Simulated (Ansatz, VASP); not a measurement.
SiC (Moissanite 3C) in VASP and in Ansatz

File POSCAR:

```
SiC
1.0
    0.0000000000      2.1790000000      2.1790000000
    2.1790000000      0.0000000000      2.1790000000
    2.1790000000      2.1790000000      0.0000000000
Si C
1 1
Direct
    0.0000000000      0.0000000000      0.0000000000
    0.7500000000      0.7500000000      0.7500000000
```

INCAR.step1

```
ALGO     = Normal         # electronic algorithm
EDIFF    = 1E-5           # SCF threshold, eV
ENCUT    = 600            # plane-wave cutoff, eV
GGA      = PE             # functional
ISMEAR   = -1             # smearing method
LASPH    = T              # aspherical terms in the spheres
LCHARG   = F              # write CHGCAR
LREAL    = F              # projectors in reciprocal space
LWAVE    = T              # write WAVECAR
NELM     = 100            # most SCF steps
PREC     = Accurate       # precision mode
SIGMA    = 0.05           # smearing width, eV
```

File INCAR.step2:

```
ALGO     = Normal         # electronic algorithm
EDIFF    = 1E-7           # SCF threshold, eV
EDIFFG   = -0.005         # ionic threshold
ENCUT    = 600            # plane-wave cutoff, eV
GGA      = PS             # functional
HFSCREEN = 0.2            # screening, 1/A
IBRION   = 2              # ionic algorithm
ISIF     = 3              # what is computed and relaxed
ISMEAR   = -1             # smearing method
ISTART   = 1            
LASPH    = T              # aspherical terms in the spheres
LCHARG   = F              # write CHGCAR
LHFCALC  = T              # exact exchange
LREAL    = F              # projectors in reciprocal space
LWAVE    = F              # write WAVECAR
NELM     = 100            # most SCF steps
NSW      = 40             # ionic steps
PREC     = Accurate       # precision mode
PRECFOCK = Normal       
SIGMA    = 0.05           # smearing width, eV
```

Contents of KPOINTS:

```
k-points
0
Gamma
  5 5 5
```

File input.yaml:

```yaml
crystal:
  lattice:
    - [0.0, 2.179, 2.179]
    - [2.179, 0.0, 2.179]
    - [2.179, 2.179, 0.0]
  atoms:
    - { symbol: Si, position: [0.0, 0.0, 0.0] }
    - { symbol: C, position: [0.75, 0.75, 0.75] }
hamiltonian:
  xc:
    exchange: hjs_pbesol
    correlation: pbesol
    exx: { coeff: 0.25, omega: 0.207 }
  pseudopotentials: { kind: paw }
kpoints:
  mp_grid: { grid: [5, 5, 5] }
scf:
  occupations: { method: fermi_dirac, width: 0.05 }
output:
  forces: true
  stress: true
relax:
  f_tol: 0.01
  max_steps: 40
  cell: { stress_tol: 0.05 }
```

Alike in both runs: task relaxation of cell and atoms; functional HSEsol; k mesh 5 × 5 × 5; occupations fermi-dirac, width 0.05 eV; no spin polarisation.

```csv
,VASP,Ansatz
version,VASP 6.6.1,Ansatz 0.2.0
potentials or method,"VASP PAW PBE potentials, release 64 (Si, C)",Ansatz PAW
plane-wave cutoff (eV),600,420
valence electrons in the cell,8,8
```

```csv
,VASP,Ansatz,Ansatz less VASP
"gap on the k mesh at the Fermi level, each at its own relaxed structure (eV)",2.69,2.67,-0.018
relaxed volume (Å³/atom),10.18,10.18,+0.009
relaxed cell length with the largest relative difference (Å),3.064,3.065,+0.0009
energy change over the relaxation (meV/atom),-2,-2,+0.2
```

Caveats: the k mesh is coarse (spacing up to 0.50 Å⁻¹), so the values aren't converged, least of all with exact exchange; the PAW data sets were made with another functional, which shifts forces and pressure a little (VASP); an odd mesh through Γ misses points on the zone boundary, where band edges often lie (VASP); odd divisions of the mesh miss points on the zone boundary, where band edges often lie, so the gap on the mesh can be too wide (Ansatz); the plane-wave basis is chosen anew once the cell has moved, so the energies of steps on either side of that aren't comparable (Ansatz); the PAW data sets come from PBE, with cores solved anew for the run's functional, which leaves a small shift of forces and pressure (Ansatz).
